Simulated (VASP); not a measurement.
# AlN in VASP: one cell, several levels of theory, part 1 of 2

What does VASP give for AlN in the zincblende structure, the cell held fixed? Runs: HSE06, PBE0. The results are then set beside those of Ansatz 0.2.0 for the same cell.

Program: VASP 6.6.1. PAW datasets, plane waves. Computed at 0 K without zero-point motion; spin polarisation is off.

## (1) Starting point

The cell comes from an earlier relaxation with r2SCAN in another program.

Space group F-43m (No. 216), cubic; conventional cell a = 4.370 Å, 10.43 Å³ an atom. Around Al lie 4 N at 1.89 Å; around N lie 4 Al at 1.89 Å.

Structure file:

```cif
data_structure
_symmetry_space_group_name_H-M 'F-43m'
_symmetry_Int_Tables_number 216
_cell_length_a 4.3698
_cell_length_b 4.3698
_cell_length_c 4.3698
_cell_angle_alpha 90.000
_cell_angle_beta 90.000
_cell_angle_gamma 90.000
_cell_volume 83.44
loop_
_atom_site_label
_atom_site_type_symbol
_atom_site_symmetry_multiplicity
_atom_site_Wyckoff_symbol
_atom_site_fract_x
_atom_site_fract_y
_atom_site_fract_z
_atom_site_occupancy
Al1 Al 4 a 0.00000 0.00000 0.00000 1
N1 N 4 d 0.25000 0.25000 0.75000 1
```

## (2) HSE06 at this geometry

A PBE run in the same folder leaves the orbitals that the hybrid reads.

INCAR (PBE start) reads:

```
ENCUT = 520.000000
SIGMA = 0.010000
EDIFF = 1.00e-05
GGA = PE
PREC = Accurate
ISMEAR = 0
NBANDS = 11
NELM = 120
LASPH = .TRUE.
LCHARG = .FALSE.
LWAVE = .TRUE.
LREAL = .FALSE.
```

INCAR reads:

```
AEXX = 0.250000
ENCUT = 520.000000
HFSCREEN = 0.207900
SIGMA = 0.010000
EDIFF = 1.00e-07
ALGO = Normal
GGA = PE
PREC = Accurate
PRECFOCK = Fast
IBRION = -1
ISIF = 2
ISMEAR = 0
ISTART = 1
NBANDS = 11
NELM = 120
NSW = 0
LASPH = .TRUE.
LCHARG = .FALSE.
LHFCALC = .TRUE.
LWAVE = .FALSE.
LREAL = .FALSE.
```

KPOINTS reads:

```
KPOINTS created by Atomic Simulation Environment
0
Gamma
8 8 8
0 0 0
```

KPOINTS_OPT reads:

```
special points
6
Reciprocal
0.0000000000 0.0000000000 0.0000000000 1
0.5000000000 0.0000000000 0.5000000000 1
0.5000000000 0.2500000000 0.7500000000 1
0.3750000000 0.3750000000 0.7500000000 1
0.5000000000 0.5000000000 0.5000000000 1
0.6250000000 0.2500000000 0.6250000000 1
```

POSCAR reads:

```
Al N
 1.0000000000000000
    -0.0000000000000000    2.1848764129093445    2.1848764129093445
     2.1848764129093445    0.0000000000000000    2.1848764129093445
     2.1848764129093445    2.1848764129093445    0.0000000000000000
 Al  N
   1   1
Cartesian
  0.0000000000000000  0.0000000000000000  0.0000000000000000
  1.0924382064546723  1.0924382064546723  1.0924382064546723
```

The run uses the recommended PBE PAW datasets (8 valence electrons a neutral cell).

Command:

```bash
> mpirun -np 1 vasp_std
```

The files below are those of the last stage.

Standard output, without the iteration lines:

```text
POSCAR found type information on POSCAR AlN
 POSCAR found :  2 types and       2 ions
 LDA part: xc-table for (Slater+PW92), standard interpolation
 found WAVECAR, reading the header
 POSCAR, INCAR and KPOINTS ok, starting setup
 FFT: planning ... GRIDC
 FFT: planning ... GRID_SOFT
 FFT: planning ... GRID
 reading WAVECAR
 the WAVECAR file was read successfully
 initial charge from wavefunction
 entering main loop
 Start KPOINTS_OPT (optional k-point list driver)
k-point batch [1-6\6]
```

OSZICAR:

```text
N       E                     dE             d eps       ncg     rms          rms(c)
DAV:   1    -0.173942166602E+02   -0.17394E+02   -0.55969E-01   748   0.430E+00    0.881E+00
DAV:   2    -0.173970771624E+02   -0.28605E-02   -0.80071E-03   749   0.722E-01    0.569E+00
DAV:   3    -0.173964774313E+02    0.59973E-03   -0.18987E-04   766   0.107E-01    0.355E+00
DAV:   4    -0.173962570322E+02    0.22040E-03   -0.51370E-05   800   0.519E-02    0.209E+00
DAV:   5    -0.173961815972E+02    0.75435E-04   -0.19001E-05   930   0.320E-02    0.120E+00
DAV:   6    -0.173961556487E+02    0.25948E-04   -0.63829E-06   820   0.201E-02    0.695E-01
DAV:   7    -0.173961473891E+02    0.82596E-05   -0.22544E-06   890   0.120E-02    0.401E-01
DAV:   8    -0.173961448559E+02    0.25332E-05   -0.77230E-07   802   0.716E-03    0.232E-01
DAV:   9    -0.173961441901E+02    0.66575E-06   -0.25108E-07   707   0.407E-03    0.135E-01
DAV:  10    -0.173961439609E+02    0.22922E-06   -0.92703E-08   381   0.260E-03    0.791E-02
DAV:  11    -0.173961439059E+02    0.54980E-07   -0.61652E-08   505   0.197E-03
   1 F= -.17396144E+02 E0= -.17396144E+02  d E =-.187171-143
       N       E                     dE             ncg
DAV:   1     0.385812328794E+03   -0.15170E+04      132
DAV:   2     0.212064024251E+03   -0.17375E+03      153
DAV:   3     0.205008289091E+03   -0.70557E+01      162
DAV:   4     0.204925196167E+03   -0.83093E-01      162
DAV:   5     0.204924188415E+03   -0.10078E-02      165
DAV:   6     0.204924161691E+03   -0.26724E-04      178
DAV:   7     0.204924161160E+03   -0.53132E-06      162
DAV:   8     0.204924161145E+03   -0.15484E-07      146
```

The lines after F= are the extra pass for the points of KPOINTS_OPT, at fixed density; their E is not a total energy.

OUTCAR, selected sections:

```text
k-points           NKPTS =     29   k-points in BZ     NKDIM =    512   number of bands    NBANDS=     11

   NELECT =       8.0000    total number of electrons

   dimension x,y,z NGX =    24 NGY =   24 NGZ =   24
   dimension x,y,z NGXF=    48 NGYF=   48 NGZF=   48

  energy-cutoff  :      520.00
  volume of cell :       20.86
      direct lattice vectors                 reciprocal lattice vectors
     0.000000000  2.184876413  2.184876413    -0.228845896  0.228845896  0.228845896
     2.184876413  0.000000000  2.184876413     0.228845896 -0.228845896  0.228845896
     2.184876413  2.184876413  0.000000000     0.228845896  0.228845896 -0.228845896

 k-points in reciprocal lattice and weights: KPOINTS created by Atomic Simulation Env
   0.00000000  0.00000000  0.00000000       0.002
   0.12500000  0.00000000  0.00000000       0.016
   0.25000000  0.00000000  0.00000000       0.016
   0.37500000  0.00000000  0.00000000       0.016
   0.50000000  0.00000000  0.00000000       0.008
   0.12500000  0.12500000  0.00000000       0.012
   0.25000000  0.12500000  0.00000000       0.047
   0.37500000  0.12500000  0.00000000       0.047
[... 21 more k-points ...]

 E-fermi :   5.2134

 k-point     1 :       0.0000    0.0000    0.0000
  band No.  band energies     occupation
      1     -11.4355      2.00000
      2       5.0343      2.00000
      3       5.0343      2.00000
      4       5.0343      2.00000
      5      10.5725      0.00000
      6      19.2613      0.00000
      7      19.2613      0.00000
      8      19.2613      0.00000
      9      24.6195      0.00000
     10      24.6195      0.00000
     11      26.0106      0.00000

 k-point     2 :       0.1250    0.0000    0.0000
  band No.  band energies     occupation
      1     -11.1925      2.00000
      2       3.7950      2.00000
      3       4.9471      2.00000
      4       4.9471      2.00000
      5      11.5484      0.00000
      6      18.6915      0.00000
      7      19.4567      0.00000
      8      19.4567      0.00000
      9      22.9773      0.00000
     10      22.9773      0.00000
     11      24.8561      0.00000

 k-point     3 :       0.2500    0.0000    0.0000
  band No.  band energies     occupation
      1     -10.5265      2.00000
      2       1.5257      2.00000
      3       4.7501      2.00000
      4       4.7501      2.00000
      5      12.9619      0.00000
      6      17.7040      0.00000
      7      19.0331      0.00000
      8      19.0331      0.00000
      9      23.1283      0.00000
     10      23.1283      0.00000
     11      24.0345      0.00000

 k-point     4 :       0.3750    0.0000    0.0000
  band No.  band energies     occupation
      1      -9.6886      2.00000
      2      -0.4681      2.00000
      3       4.5701      2.00000
      4       4.5701      2.00000
      5      13.7071      0.00000
      6      16.9577      0.00000
      7      18.1380      0.00000
      8      18.1380      0.00000
      9      24.4081      0.00000
     10      25.3058      0.00000
     11      25.3058      0.00000

 k-point     5 :       0.5000    0.0000    0.0000
  band No.  band energies     occupation
      1      -9.2556      2.00000
      2      -1.3105      2.00000
      3       4.4998      2.00000
      4       4.4999      2.00000
      5      13.8944      0.00000
      6      16.6657      0.00000
      7      17.7795      0.00000
      8      17.7795      0.00000
      9      24.9349      0.00000
     10      27.2585      0.00000
     11      27.2585      0.00000

 k-point     6 :       0.1250    0.1250    0.0000
  band No.  band energies     occupation
      1     -11.1119      2.00000
      2       3.8586      2.00000
      3       4.6921      2.00000
      4       4.6921      2.00000
      5      11.8162      0.00000
      6      18.3289      0.00000
      7      19.7477      0.00000
      8      19.7477      0.00000
      9      20.5418      0.00000
     10      25.1102      0.00000
     11      27.0000      0.00000

 k-point     7 :       0.2500    0.1250    0.0000
  band No.  band energies     occupation
      1     -10.5866      2.00000
      2       2.1893      2.00000
      3       4.3905      2.00000
      4       4.4912      2.00000
      5      12.8679      0.00000
      6      17.6307      0.00000
      7      18.4012      0.00000
      8      19.9011      0.00000
      9      21.0667      0.00000
     10      24.9790      0.00000
     11      26.2229      0.00000

 k-point     8 :       0.3750    0.1250    0.0000
  band No.  band energies     occupation
      1      -9.7923      2.00000
      2       0.2464      2.00000
      3       4.1400      2.00000
      4       4.2167      2.00000
      5      13.6486      0.00000
      6      16.4123      0.00000
      7      18.3840      0.00000
      8      19.1912      0.00000
      9      22.6056      0.00000
     10      26.1272      0.00000
     11      26.4291      0.00000

 k-point     9 :       0.5000    0.1250    0.0000
  band No.  band energies     occupation
      1      -9.1796      2.00000
      2      -0.9552      2.00000
      3       3.7712      2.00000
      4       4.2529      2.00000
      5      14.2202      0.00000
      6      15.4396      0.00000
      7      18.4952      0.00000
      8      18.8463      0.00000
      9      24.4154      0.00000
     10      26.8107      0.00000
     11      27.3716      0.00000

 k-point    10 :      -0.3750    0.1250    0.0000
  band No.  band energies     occupation
      1      -9.3255      2.00000
      2      -0.6847      2.00000
      3       3.5969      2.00000
      4       4.4779      2.00000
      5      14.5426      0.00000
      6      15.3876      0.00000
      7      18.3635      0.00000
      8      18.7973      0.00000
      9      24.7848      0.00000
     10      25.4498      0.00000
     11      27.1576      0.00000

 k-point    11 :      -0.2500    0.1250    0.0000
  band No.  band energies     occupation
      1     -10.0709      2.00000
      2       0.8405      2.00000
      3       3.7435      2.00000
      4       4.7792      2.00000
      5      13.8582      0.00000
      6      16.8051      0.00000
      7      18.3981      0.00000
      8      18.9308      0.00000
      9      22.2071      0.00000
     10      24.9305      0.00000
     11      26.6174      0.00000

 k-point    12 :      -0.1250    0.1250    0.0000
  band No.  band energies     occupation
      1     -10.8073      2.00000
      2       2.6573      2.00000
      3       4.2836      2.00000
      4       4.9829      2.00000
      5      12.6222      0.00000
      6      18.2048      0.00000
      7      18.7855      0.00000
      8      19.6817      0.00000
      9      21.1650      0.00000
     10      23.5281      0.00000
     11      27.0172      0.00000

 k-point    13 :       0.2500    0.2500    0.0000
  band No.  band energies     occupation
      1     -10.2303      2.00000
      2       1.9393      2.00000
      3       3.9588      2.00000
      4       3.9588      2.00000
      5      12.4038      0.00000
      6      16.8379      0.00000
      7      18.2704      0.00000
      8      20.9144      0.00000
      9      20.9144      0.00000
     10      26.5711      0.00000
     11      29.7954      0.00000

 k-point    14 :       0.3750    0.2500    0.0000
  band No.  band energies     occupation
      1      -9.5801      2.00000
      2       0.7904      2.00000
      3       3.4039      2.00000
      4       3.6975      2.00000
      5      12.0353      0.00000
      6      16.5263      0.00000
      7      18.4337      0.00000
      8      20.9567      0.00000
      9      21.9166      0.00000
     10      27.7009      0.00000
     11      29.5230      0.00000

 k-point    15 :       0.5000    0.2500    0.0000
  band No.  band energies     occupation
      1      -8.9668      2.00000
      2      -0.1339      2.00000
      3       2.5113      2.00000
      4       3.7215      2.00000
      5      12.3120      0.00000
      6      16.6392      0.00000
      7      19.0201      0.00000
      8      20.2629      0.00000
      9      22.6570      0.00000
     10      27.9089      0.00000
     11      29.8957      0.00000

 k-point    16 :      -0.3750    0.2500    0.0000
  band No.  band energies     occupation
      1      -8.8762      2.00000
      2      -0.2035      2.00000
      3       1.9244      2.00000
      4       4.0194      2.00000
      5      13.1740      0.00000
      6      16.3969      0.00000
      7      19.2684      0.00000
      8      19.6349      0.00000
      9      23.8682      0.00000
     10      25.2044      0.00000
     11      29.6741      0.00000

[... the tables of k-points 17 to 29 left out ...]

  Total       -0.1042947     -0.1042947     -0.1042947      0.0000000      0.0000000      0.0000000
  in kB       -8.0105500     -8.0105500     -8.0105500      0.0000000      0.0000000      0.0000000
  external PRESSURE =      -8.0105500 kB  Pullay stress =       0.0000000 kB

 POSITION                                       TOTAL-FORCE (eV/Angst)
 -----------------------------------------------------------------------------------
      0.00000      0.00000      0.00000         0.000000      0.000000      0.000000
      1.09244      1.09244      1.09244        -0.000000     -0.000000     -0.000000
 -----------------------------------------------------------------------------------
    total drift:                                0.000001     -0.000001      0.000000

  FREE ENERGIE OF THE ION-ELECTRON SYSTEM (eV)
  ---------------------------------------------------
  free  energy   TOTEN  =       -17.3961439059 eV

  energy  without entropy=      -17.3961439059  energy(sigma->0) =      -17.39614391
```

Hardware: 1 MPI rank of Intel Xeon 6975P-C, shared host.

The levels at the points of KPOINTS_OPT are read from vasprun.xml.

Band energies at the special points (eV, zero at the top of v, the last band that the electrons fill by count):

```tsv
point	v−1	v	c	c+1
Γ	0.00	0.00	5.54	14.23
X	-1.95	-1.95	4.55	10.07
W	-3.73	-2.87	7.45	13.09
K	-3.92	-1.51	6.50	11.73
L	-0.53	-0.53	8.86	11.63
U	-3.92	-1.51	6.50	11.73
```

The HSE06 gap is 4.55 eV and indirect (Γ to (0.50, 0.50, 0.00)), with 5.54 eV as the least direct one. Pressure: -0.80 GPa; the forces vanish within 0.01 eV/Å.

(Continued in part 2 of 2.)
